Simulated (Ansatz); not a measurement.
Consider the formal exchange of groups at the In–F bond: `[BH2][InH][F]` + `FC(F)[O][ZnH]` → `[BH2][InH][O][ZnH]` + `FC(F)F`.

Gas-phase electronic energies from Ansatz, PBE0-D4/def2-TZVP geometries. CBS: MP2 limit from def2 TZ/QZ plus the TZ coupled-cluster correction, frozen cores. This one scheme is used for every species. DFT in def2-TZVPP. B3LYP here is the variant with VWN-RPA as its local correlation; programs differ in this. Elements past krypton have def2 core potentials. For In, Zn outer-core shells are correlated without core-valence functions, which leaves a few kJ/mol of doubt a bond. Scalar relativity is left out up to krypton. One conformer a species, not always the lowest.

**Question.** Is it downhill or uphill in electronic energy at CCSD(T)/CBS, and by how much? (An estimate is asked.)

**Answer.** Ansatz gave: Uphill: ΔE = +62.8 kJ/mol.

**Question.** What do these levels give: PBE-D4, B3LYP-D4, r2SCAN0-D4, revPBE, BLYP, B3LYP, RPA@PBE/def2-TZVPP, CCSD/def2-SVP, HF/def2-TZVPP, HF/def2-QZVPP, MP2/def2-QZVPP, HF/CBS(def2)? (Estimate.)

**Answer.** Computed: PBE-D4 67.0, B3LYP-D4 73.0, r2SCAN0-D4 71.5, revPBE 68.4, BLYP 70.3, B3LYP 73.1, RPA@PBE/def2-TZVPP 60.9, CCSD/def2-SVP 73.2, HF/def2-TZVPP 84.9, HF/def2-QZVPP 85.2, MP2/def2-QZVPP 54.6, HF/CBS(def2) 85.3 kJ/mol.

Largest T1 diagnostic among the species: 0.018.

From r2SCAN to r2SCAN0 (25 % exact exchange), in def2-TZVPP and without D4, ΔE moves by +3.5 kJ/mol. In def2-TZVPP, CCSD(T) changes the Hartree–Fock value by −23.0 kJ/mol (the triples alone add −4.3 kJ/mol) and MP2 by −30.9 kJ/mol. Leaving LDA and LC-ωPBE aside and taking each functional with its dispersion term where it has one, the values, not all of them listed here, spread over 11.8 kJ/mol, from B2PLYP to BHLYP-D4. LDA lies −7.6 kJ/mol from PBE without D4.
